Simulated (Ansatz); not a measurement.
The system is Cd.

```xyz
1
Lattice="-1.7843 1.7843 1.7843 1.7843 -1.7843 1.7843 1.7843 1.7843 -1.7843" Properties=species:S:1:pos:R:3 pbc="T T T"
Cd    0.0000    0.0000    0.0000
```

This isn't the form of Cd at room conditions, which is hcp.

```yaml
Program: Ansatz 0.2.0
Task: single point
Functional: PBE
Potentials_or_basis: all-electron LAPW, scalar-relativistic
Cutoff: 205 eV (chosen from the basis error)
Basis_error_allowed: 0.001 eV/atom
k_mesh: 10 × 10 × 10
Occupations: fermi-dirac, width 0.05 eV
Spin: no spin polarisation
```

On this cell: pressure 1.2 GPa; band gap on the k mesh none (metal or under the smearing width).

The same run follows on a disturbed copy (cell strained at random at fixed volume):

```xyz
1
Lattice="-1.8140 1.8156 1.8212 1.8009 -1.8130 1.8056 1.7331 1.7321 -1.8187" Properties=species:S:1:pos:R:3 pbc="T T T"
Cd    0.0046    0.0480   -0.0601
```

**Question.** What changes?

**Answer.** The energy (extrapolated to zero smearing) moves by -2.6 meV/atom; pressure 1.2 GPa; band gap on the k mesh none (metal or under the smearing width).

Stress tensor (GPa, compression positive):
```
 1.16  0.23 -0.09
 0.23  1.19  0.07
-0.09  0.07  1.25
```

The energy falls, though the first cell shows no forces: that form is unstable against this distortion, unless noise or another electronic state is at work.
